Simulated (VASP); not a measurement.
# BP in VASP: notebook, part 3 of 3

VASP 6.6.1.

**5. Work function, r2SCAN**

INCAR

```
ALGO     = Normal         # electronic algorithm
DIPOL    = 0.5 0.5 0.500
EDIFF    = 1E-7           # SCF threshold, eV
ENCUT    = 520            # plane-wave cutoff, eV
IDIPOL   = 3            
ISIF     = 2              # what is computed and relaxed
ISMEAR   = 0              # smearing method
KPAR     = 4            
LASPH    = True           # aspherical terms in the spheres
LCHARG   = True           # write CHGCAR
LDIPOL   = True         
LMIXTAU  = True         
LREAL    = False          # projectors in reciprocal space
LVACPOTAV= True         
LVHAR    = True         
LWAVE    = False          # write WAVECAR
METAGGA  = R2SCAN         # meta-GGA
NELM     = 80             # most SCF steps
PREC     = Accurate       # precision mode
SIGMA    = 0.03           # smearing width, eV
```

KPOINTS

```
k-points
0
Gamma
  12 12 1
```

POSCAR

```
BP                                      
1.0
    3.2040943696      0.0000000000      0.0000000000
   -1.6020471848      2.7748271181      0.0000000000
    0.0000000000      0.0000000000     16.0000000000
  B               P             
     1     1
Direct
     0.3333330000000032    0.6666669999999968    0.5000000000000000
     0.6666669999999968    0.3333330000000032    0.5000000000000000
```

Potentials or basis: VASP PAW PBE potentials, release 64 (B, P).

Launch:

```bash
cat potpaw_PBE.64/B/POTCAR potpaw_PBE.64/P/POTCAR > POTCAR
mpirun -np 4 vasp_std > vasp.out
```

OUTCAR:

```text
EDIFF = 1E-7
   ENCUT = 520
   ISIF = 2
   ISMEAR = 0
   LASPH = True
   LREAL = False
   METAGGA = R2SCAN
   NELM = 80
   PREC = Accurate

 ion  position               nearest neighbor table
   1  0.333  0.667  0.500-   2 1.85   2 1.85   2 1.85
   2  0.667  0.333  0.500-   1 1.85   1 1.85   1 1.85

  LATTYP: Found a hexagonal cell.
 ALAT       =     3.2040943696
 C/A-ratio  =     4.9936107225

  Lattice vectors:

 A1 = (   3.2040943696,   0.0000000000,   0.0000000000)
 A2 = (  -1.6020471848,   2.7748271181,   0.0000000000)
 A3 = (   0.0000000000,   0.0000000000,  16.0000000000)

Analysis of symmetry for initial positions (statically):
=====================================================================
 Subroutine PRICEL returns:
 Original cell was already a primitive cell.

 Routine SETGRP: Setting up the symmetry group for a
 hexagonal supercell.

 Subroutine GETGRP returns: Found 12 space group operations
 (whereof 12 operations were pure point group operations)
 out of a pool of 24 trial point group operations.

The static configuration has the point symmetry D_3h.

Analysis of symmetry for dynamics (positions and initial velocities):
=====================================================================
 Subroutine PRICEL returns:
 Original cell was already a primitive cell.

 Routine SETGRP: Setting up the symmetry group for a
 hexagonal supercell.

 Subroutine GETGRP returns: Found 12 space group operations
 (whereof 12 operations were pure point group operations)
 out of a pool of 24 trial point group operations.

The dynamic configuration has the point symmetry D_3h.

 Subroutine INISYM returns: Found 12 space group operations
 (whereof 12 operations are pure point group operations),
 and found     1 'primitive' translations

----------------------------------------------------------------------------------------

                                     Primitive cell

  volume of cell :     142.2529

  direct lattice vectors                    reciprocal lattice vectors
     3.204094370  0.000000000  0.000000000     0.312100670  0.180191406  0.000000000
    -1.602047185  2.774827118  0.000000000     0.000000000  0.360382812  0.000000000
     0.000000000  0.000000000 16.000000000     0.000000000  0.000000000  0.062500000

  length of vectors
     3.204094370  3.204094368 16.000000000     0.360382812  0.360382812  0.062500000

  position of ions in fractional coordinates (direct lattice)
     0.333333000  0.666667000  0.500000000
     0.666667000  0.333333000  0.500000000

  ion indices of the primitive-cell ions
   primitive index   ion index
                 1           1
                 2           2

----------------------------------------------------------------------------------------

 KPOINTS: k-points

Automatic generation of k-mesh.
 Grid dimensions read from file:
 generate k-points for:   12   12    1

 Generating k-lattice:

  Cartesian coordinates                     Fractional coordinates (reciprocal lattice)
     0.026008389  0.015015951  0.000000000     0.083333333  0.000000000  0.000000000
     0.000000000  0.030031901  0.000000000     0.000000000  0.083333333  0.000000000
     0.000000000  0.000000000  0.062500000     0.000000000  0.000000000  1.000000000

  Length of vectors
     0.030031901  0.030031901  0.062500000

  Shift w.r.t. Gamma in fractional coordinates (k-lattice)
     0.000000000  0.000000000  0.000000000

 Subroutine IBZKPT returns following result:
 ===========================================

 Found     19 irreducible k-points:

 Following reciprocal coordinates:
            Coordinates               Weight
  0.000000  0.000000  0.000000      1.000000
  0.083333  0.000000  0.000000      6.000000
  0.166667  0.000000  0.000000      6.000000
  0.250000  0.000000  0.000000      6.000000
  0.333333  0.000000  0.000000      6.000000
  0.416667  0.000000  0.000000      6.000000
[... 11 lines left out ...]
  0.333333  0.250000  0.000000     12.000000
  0.333333  0.333333  0.000000      2.000000
   k-points           NKPTS =     19   k-points in BZ     NKDIM =     19   number of bands    NBANDS=      8
   number of dos      NEDOS =    301   number of ions     NIONS =      2
   total plane-waves  NPLWV =  69120
   dimension x,y,z NGX =    24 NGY =   24 NGZ =  120
   dimension x,y,z NGXF=    48 NGYF=   48 NGZF=  240
   ions per type =               1   1
   NGX,Y,Z   is equivalent  to a cutoff of  12.45, 12.45, 12.47 a.u.
   NGXF,Y,Z  is equivalent  to a cutoff of  24.91, 24.91, 24.94 a.u.
 SYSTEM =  unknown system
   PREC   = accura    normal or accurate (medium, high low for compatibility)
   ISTART =      0    job   : 0-new  1-cont  2-samecut
   ICHARG =      2    charge: 1-file 2-atom 10-const
   ISPIN  =      1    spin polarized calculation?
   LNONCOLLINEAR =      F non collinear calculations
   LSORBIT =      F    spin-orbit coupling
   LASPH  =      T    aspherical Exc in radial PAW
   ENCUT  =  520.0 eV  38.22 Ry    6.18 a.u.   5.96  5.96 29.75*2*pi/ulx,y,z
   NELM   =     80;   NELMIN=  2; NELMDL= -5     # of ELM steps
   EDIFF  = 0.1E-06   stopping-criterion for ELM
   LREAL  =      F    real-space projection
   EDIFFG = 0.1E-05   stopping-criterion for IOM
   NSW    =      0    number of steps for IOM
   IBRION =     -1    ionic relax: 0-MD 1-quasi-New 2-CG
   NFREE  =      0    steps in history (QN), initial steepest desc. (CG)
   ISIF   =      2    stress and relaxation
   ISYM   =      2    0-nonsym 1-usesym 2-fastsym
   POTIM  = 0.5000    time-step for ionic-motion
   TEBEG  =    0.0;   TEEND  =   0.0 temperature during run
   PSTRESS=    0.0 pullay stress
   NELECT =       8.0000    total number of electrons
   NUPDOWN=      -1.0000    fix difference up-down
   EMIN   =  10.00;   EMAX   =-10.00  energy-range for DOS
   EFERMI =   0.00;   METHOD = LEGACY
   ISMEAR =     0;   SIGMA  =   0.03  broadening in eV -4-tet -1-fermi 0-gaus
   EFERMI_NEDOS =   21; number of points for ismear=-14 and -15
   IALGO  =     38    algorithm
   IMIX   =      4    mixing-type and parameters
     AMIX     =   0.40;   BMIX     =  1.00
     AMIX_MAG =   1.60;   BMIX_MAG =  1.00
  volume/ion in A,a.u.               =      71.13       479.99
  Fermi-wavevector in a.u.,A,eV,Ry     =   0.627217  1.185268  5.352546  0.393401
  Thomas-Fermi vector in A             =   1.688740
   LORBIT       =      0    0 simple, 1 ext, 2 COOP (PROOUT), +10 PAW based schemes
   METAGGA = R2SCAN    functional components
   LHFCALC =     F    Hartree Fock is set to
   AEXX    =    0.0000 exact exchange contribution
   IVDW    =     0    specifies the selected vdW correction
   LEPSILON=     F    determine dielectric tensor
   LRPA    =     F    only Hartree local field effects (RPA)
 non-spin polarized calculation
 Gauss-broadening in eV      SIGMA  =   0.03
  energy-cutoff  :      520.00
  volume of cell :      142.25
 maximum number of plane-waves:      3864
 NGX is ok and might be reduce to    24
   NGX = 11   NGY = 11   NGZ = 59

 number of electron       8.0000000 magnetization

 dipolmoment           0.000000      0.000000     -0.000000 electrons x Angstroem

 Free energy of the ion-electron system (eV)
  ---------------------------------------------------
  ext. energy  EPLUGINS =         0.00000000
  ---------------------------------------------------
  free energy    TOTEN  =       -16.47806497 eV

  energy without entropy =      -16.47806497  energy(sigma->0) =      -16.47806497

 E-fermi :  -3.0560     XC(G=0):  -2.6319

 val. band max:       -3.2326207100   @ k =   0.3333   0.3333   0.0000
 cond. band min:      -2.1301563307   @ k =   0.3333   0.3333   0.0000
 fundamental gap:      1.1024643793
 Fermi energy:        -3.0559702742

 k-point     1 :       0.0000    0.0000    0.0000
  band No.  band energies     occupation
      1     -17.6829      2.00000
      2      -7.6175      2.00000
      3      -4.9810      2.00000
      4      -4.9810      2.00000
      5       0.9437      0.00000
      6       1.7817      0.00000
      7       1.7817      0.00000
      8       2.2408      0.00000
[... 188 lines left out ...]
 k-point    19 :       0.3333    0.3333    0.0000
  band No.  band energies     occupation
      1     -13.9647      2.00000
      2     -11.6816      2.00000
      3      -9.8147      2.00000
      4      -3.2326      2.00000
      5      -2.1302      0.00000
      6       3.5692      0.00000
      7       4.6188      0.00000
      8       5.8319      0.00000

------------------------ aborting loop because EDIFF is reached ----------------------------------------

  FORCE on cell =-STRESS in cart. coord.  units (eV):
  Direction    XX          YY          ZZ          XY          YZ          ZX
  --------------------------------------------------------------------------------------
  -------------------------------------------------------------------------------------
  Total       -0.1229875     -0.1229875     -0.0127976      0.0000000      0.0000000     -0.0000000
  in kB       -1.3851937     -1.3851937     -0.1441378      0.0000000      0.0000000     -0.0000000
  external PRESSURE =      -0.9715084 kB  Pullay stress =       0.0000000 kB

 VOLUME and BASIS-vectors are now :
 -----------------------------------------------------------------------------
  energy-cutoff  :      520.00
  volume of cell :      142.25
      direct lattice vectors                 reciprocal lattice vectors
     3.204094370  0.000000000  0.000000000     0.312100670  0.180191406  0.000000000
    -1.602047185  2.774827118  0.000000000     0.000000000  0.360382812  0.000000000
     0.000000000  0.000000000 16.000000000     0.000000000  0.000000000  0.062500000

 POSITION                                       TOTAL-FORCE (eV/Angst)
 -----------------------------------------------------------------------------------
     -0.00000      1.84989      8.00000        -0.000000      0.000000      0.000000
      1.60205      0.92494      8.00000         0.000000      0.000000      0.000000
 -----------------------------------------------------------------------------------
    total drift:                               -0.000131      0.000075      0.000000

  FREE ENERGIE OF THE ION-ELECTRON SYSTEM (eV)
  ---------------------------------------------------
  free  energy   TOTEN  =       -16.4780649674 eV

  energy  without entropy=      -16.4780649674  energy(sigma->0) =      -16.47806497

 vacuum level on the upper side and lower side of the slab         2.027         2.027
```

Wall time 90 s (4 MPI ranks of Intel Xeon Platinum 8175M at 2.50GHz (Skylake/Cascade Lake), shared host); peak memory 0.26 GiB.

What came out:

| Item | Value |
| --- | --- |
| Free energy | -16.4781 eV |
| Band gap on the k mesh | 1.10 eV, direct |
| Ionisation potential of the upper face | 5.26 eV |

Levels at points of the mesh, in eV from the valence-band top:
| k point | band 2 | band 3 | band 4 | band 5 | band 6 | band 7 |
| --- | --- | --- | --- | --- | --- | --- |
| (0.00, 0.00, 0.00) | -4.38 | -1.75 | -1.75 | 4.18 | 5.01 | 5.01 |
| (0.50, 0.00, 0.00) | -8.83 | -3.85 | -1.09 | 1.67 | 3.19 | 8.41 |

Caveat: the PAW data sets were made with another functional, which shifts forces and pressure a little.

**6. The runs side by side**

| level | k mesh | grid for exact exchange (PRECFOCK) | screening parameter | exchange at q = 0 | gap on the mesh (eV) |
| --- | --- | --- | --- | --- | --- |
| PBE | 12 × 12 × 1 | - | - | - | 0.90 |
| HSE06 | 6 × 6 × 1 | Fast | 0.2 1/A | - | 1.37 |
| PBE0 | 6 × 6 × 1 | Fast | - | default | 2.02 |
| r2SCAN | 12 × 12 × 1 | - | - | - | 1.10 |

Alike in all rows: task work function; potentials or basis VASP PAW PBE potentials, release 64 (B, P); no spin polarisation; cell as given; cutoff (eV) 520; smearing gaussian 0.03 eV.

On the cell as given the gap runs from 0.90 eV (PBE) to 2.02 eV (PBE0); the meshes differ, which moves gaps too.

Caveats: the PAW data sets were made with another functional, which shifts forces and pressure a little (some runs).

Absolute energies hang on the potentials; compare differences alone.
